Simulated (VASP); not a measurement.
Here is a VASP 6.6.1 calculation.

The input POSCAR:

```
PbSe
1.0
    0.0000000000      3.0621500000      3.0621500000
    3.0621500000      0.0000000000      3.0621500000
    3.0621500000      3.0621500000      0.0000000000
Pb Se
1 1
Direct
    0.0000000000      0.0000000000      0.0000000000
    0.5000000000      0.5000000000      0.5000000000
```

Contents of INCAR.step1:

```
ALGO = Normal ; EDIFF = 1E-5
ENCUT = 520 ; GGA = PE
ISIF = 2 ; ISMEAR = 0
LASPH = True ; LCHARG = False
LREAL = False ; LWAVE = True
NELM = 80 ; PREC = Accurate
SIGMA = 0.02
```

Contents of INCAR.step2:

```
AEXX = 0.25 ; ALGO = Normal
EDIFF = 1E-6 ; ENCUT = 520
GGA = PE ; ISIF = 2
ISMEAR = 0 ; ISTART = 1
LASPH = True ; LCHARG = False
LHFCALC = True ; LREAL = False
LWAVE = False ; NELM = 80
PREC = Accurate ; PRECFOCK = Normal
SIGMA = 0.02
```

The input KPOINTS:

```
k-points
0
Gamma
  4 4 4
```

Potentials or basis: VASP PAW PBE potentials, release 64 (Pb_d, Se).

The run is started by

```sh
$ cat potpaw_PBE.64/Pb_d/POTCAR potpaw_PBE.64/Se/POTCAR > POTCAR
$ cp INCAR.step1 INCAR
$ mpirun -np 1 vasp_std > vasp.out
$ cp INCAR.step2 INCAR
$ mpirun -np 1 vasp_std > vasp.out
```

Question: What does it give for the band gap on the k mesh?

Answer: 1.37 eV, direct.

Question: Predict the pressure.

Answer: 1.0 GPa.

Caveat: the k mesh is coarse (spacing up to 0.44 Å⁻¹), so the values aren't converged, least of all with exact exchange; the PAW data sets were made with another functional, which shifts forces and pressure a little; spin-orbit coupling is left out, which as a rule narrows the gap of such compounds by several tenths of an eV. A k mesh can miss the band edges.
